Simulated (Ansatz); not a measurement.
**PbTe (Fm-3m): the equilibrium volume**

Aim: the volume at which the pressure of PbTe (Fm-3m) vanishes.

Program: Ansatz 0.2.0. Level of theory: DFT PBE, scalar-relativistic, plane waves, PAW. These are calculated values, not measurements.

3 further runs of the same task are left out: 3 set aside as unsound or not needed.

### Step 1. Starting point

The structure is cubic, space group Fm-3m (No. 225). The conventional cell has a = 6.542 Å, b = 6.542 Å, c = 6.542 Å, α = 90.00°, β = 90.00°, γ = 90.00°. Te (site symmetry m-3m) is surrounded by 6 Pb at 3.27 Å. Pb (site symmetry m-3m) is surrounded by 6 Te at 3.27 Å.

As a file:

```
Te Pb
1.0
     0.00000    3.27090    3.27090
     3.27090    0.00000    3.27090
     3.27090    3.27090    0.00000
Te Pb
1 1
Direct
  0.00000 0.00000 0.00000
  0.50000 0.50000 0.50000
```

### Step 2. The first run (PBE, 6×6×6 mesh)

Input file input.yaml:

```yaml
crystal:
  lattice:
    - [0.0, 3.2708968051, 3.2708968051]
    - [3.2708968051, 0.0, 3.2708968051]
    - [3.2708968051, 3.2708968051, 0.0]
  atoms:
    - { symbol: Te, position: [0.0, 0.0, 0.0] }
    - { symbol: Pb, position: [0.5, 0.5, 0.5] }
basis:
  ecutwfc: 420
kpoints:
  mp_grid: { grid: [6, 6, 6] }
hamiltonian:
  xc: pbe
scf:
  occupations: { method: gaussian, width: 0.1 }
output:
  forces: true
  stress: true
  eigenvalues: true
```

On the command line:

```bash
$ ansatz run input.yaml --threads 8 --pin off --max-ram 16384MiB --backend cpu --events-out ev --progress --plain --runs-dir out
```

Output, shortened:

```text
Warning: RAYON_NUM_THREADS=8 ignored (pool sized by the plan → 8); use --threads N
[...]
Pseudopotentials: kind: paw
Pseudopotential: Te, paw, valence charge 16, recommended cutoff 420 eV (normal), Te.paw.azcp
Pseudopotential: Pb, paw, valence charge 14, recommended cutoff 420 eV (normal), Pb.paw.azcp
Functional definition: PBE
[...]
Crystal: 2 atoms, lattice volume = 69.989 Å³
Basis set: ecut = 420 eV, 1363 PW (Γ), exchange–correlation on 64×64×64 points (8 copies of the dense FFT grid, shifted against one another)
Bands: 19, of which v1, the nominal top of the filled ones, is band 15 counted from 1 (14 counted from 0)
Symmetry: 48 space group operations
Space group: Fm-3m (ITA 225), of the structure as read, at distance tolerance 4.1e-5 Å
k-points: 16 of 216
[...]
SCF iter   1: F=—  HF=-18887.187394 eV  |F-HF|=—  |Δ(HF+E_count)|=         —  Δρ=4.97e-4  dr2=1.95e-4  ethr=1.77e-3  ⟨swp⟩=6.2  Hψ=1514  notcnv=0
[...]
SCF iter   6: F=-18887.185641 eV  HF=-18887.185641 eV  |F-HF|=5.66e-8  |Δ(HF+E_count)|=   2.11e-8  Δρ=7.57e-6  dr2=4.62e-8  ethr=3.33e-10  ⟨swp⟩=4.3  Hψ=1570  notcnv=0
[...]
SCF converged after 6 iterations
Free energy (F): -18887.185641 eV
[...]
E sigma→0 (E₀):  -18887.185641 eV
Fermi energy:    8.523333 eV
[...]
--- Forces (eV/Å), atoms counted from 1 ---
  atom   1  Te    -0.00000000     0.00000000    -0.00000000
  atom   2  Pb     0.00000000    -0.00000000     0.00000000
[...]
--- Stress (GPa, compression-positive) ---
        0.503864       0.000000       0.000000
        0.000000       0.503864      -0.000000
       -0.000000       0.000000       0.503864
  P = ⅓ Tr σ = 0.5039 GPa (5.039 kbar)
--- Band table (eV; the first three rows and the last of 16) ---
  k-point 0: bands = ["-27.8996", "-27.8996", "-27.8949", "-27.8949", "-27.8949", "-8.5506", "-8.5506", "-8.5447", "-8.5447", "-8.5447", "-3.5982", "2.4433", "6.9123", "6.9123", "6.9123", "12.1582", "12.1582", "12.1582", "14.0247"]
[...]
```

It took 0.4 s on 8 threads of Arm Neoverse V1, shared host; peak memory 0.38 GiB.

This gives: volume 34.995 Å³/atom, pressure 0.50 GPa, mesh gap 0.80 eV.

### Step 3. Relaxing cell and atoms

input.yaml: that of step 2 with these lines changed.

```diff
@@ -15,3 +15,3 @@
 scf:
-  occupations: { method: gaussian, width: 0.1 }
+  occupations: { method: gaussian, width: 0.02 }
 output:
@@ -20 +20,6 @@
   eigenvalues: true
+relax:
+  adjacent_minimum: "off"
+  f_tol: 0.005
+  max_steps: 80
+  cell: { stress_tol: 0.05 }
```

On the command line:

```bash
$ ansatz run input.yaml --threads 8 --pin off --max-ram 16384MiB --backend cpu --events-out ev --progress --plain --runs-dir out
```

Output, shortened:

```text
Warning: RAYON_NUM_THREADS=8 ignored (pool sized by the plan → 8); use --threads N
[...]
[... 4 set-up lines as earlier in the session ...]
[...]
Crystal: 2 atoms, lattice volume = 69.989 Å³
Basis set: ecut = 420 eV, 1363 PW (Γ), exchange–correlation on 64×64×64 points (8 copies of the dense FFT grid, shifted against one another)
Bands: 19, of which v1, the nominal top of the filled ones, is band 15 counted from 1 (14 counted from 0)
[... 2 set-up lines as earlier in the session ...]
k-points: 16 of 216
[...]
SCF iter   1: F=—  HF=-18887.187386 eV  |F-HF|=—  |Δ(HF+E_count)|=         —  Δρ=4.98e-4  dr2=1.96e-4  ethr=1.77e-3  ⟨swp⟩=6.9  Hψ=1594  notcnv=0
[...]
       -0.001790      -0.000000      -0.000000
       -0.000000      -0.001790      -0.000000
       -0.000000      -0.000000      -0.001790
  P = ⅓ Tr σ = -0.0018 GPa (-0.018 kbar)
--- Band table (eV; the first three rows and the last of 16) ---
  k-point 0: bands = ["-28.0480", "-28.0480", "-28.0437", "-28.0437", "-28.0437", "-8.7272", "-8.7272", "-8.7222", "-8.7222", "-8.7222", "-3.6926", "2.2188", "6.7648", "6.7648", "6.7648", "11.9483", "11.9483", "11.9483", "13.8581"]
[...]
--- Relaxed structure (3 steps of the walk, 3 accepted, 1 SCFs on fresh bases) ---
  F+E_penalty+E_count = -18887.18701407 eV   max|allowed force component| = 2.541e-29 eV/Å   (the final SCF, on the basis selected at the relaxed cell)
  cell:  # Å, volume = 70.8840 Å³
    - [-6.369215041119487e-35, 3.2847785080754996, 3.2847785080754996]
    - [3.2847785080754996, 1.1464587074015075e-34, 3.2847785080754996]
    - [3.2847785080754996, 3.2847785080754996, 2.5476860164477963e-35]
  atoms:
    - { symbol: Te, position: [-3.143375614258614e-36, 2.6067017287946373e-36, 1.3800185618515282e-36] }
    - { symbol: Pb, position: [0.5, 0.5, 0.5] }
```

It took 1.4 s on 8 threads of Arm Neoverse V1, shared host; peak memory 0.41 GiB.

The steps of the relaxation:

| step | energy from step 1 (meV/atom) | largest force component (eV/Å) | pressure (GPa) | volume (Å³/atom) |
| --- | --- | --- | --- | --- |
| 1 | 0.0 | 0.000 | 0.50 | 34.995 |
| 2 | -0.6 | 0.000 | -0.10 | 35.531 |
| 3 | -0.6 | 0.000 | 0.00 | 35.442 |
| 4 | -0.7 | 0.000 | 0.00 | 35.442 |

Step 1 is the start. Step 4 repeats the geometry before it on a plane-wave basis chosen anew for the final cell, which shifts the energy by -0.1 meV/atom.

This gives: volume 35.442 Å³/atom, pressure 0.00 GPa, mesh gap 0.83 eV.

### Step 4. The cell, before and after

The cell before and after:

| cell as typed | before | after | change |
| --- | --- | --- | --- |
| a (Å) | 4.626 | 4.645 | +0.4 % |
| b (Å) | 4.626 | 4.645 | +0.4 % |
| c (Å) | 4.626 | 4.645 | +0.4 % |
| volume (Å³/atom) | 34.995 | 35.442 | +1.3 % |
| shortest distance (Å) | 3.271 | 3.285 | +0.4 % |
| space group | Fm-3m | Fm-3m | same |

### Step 5. Summary of results

```
         quantity                                                                      value
           volume                                                             35.442 Å³/atom
         pressure                                                                   0.00 GPa
conventional cell  a = 6.570 Å, b = 6.570 Å, c = 6.570 Å, α = 90.00°, β = 90.00°, γ = 90.00°
  gap on the mesh                                                                    0.83 eV
```

Over the 2 runs shown the cell moved from 34.99 to 35.44 Å³/atom, a change of +1.3 %, where the pressure is zero within 0.01 GPa. Spin–orbit coupling is left out, though the cell holds Pb; in elements this heavy it can shift levels and gaps by tenths of an eV.

The gaps are Kohn-Sham values of a semilocal functional, not quasiparticle or optical gaps. Such gaps usually fall short of the measured ones; spin-orbit coupling, left out here, narrows gaps with Pb, Te, so the two errors partly cancel.
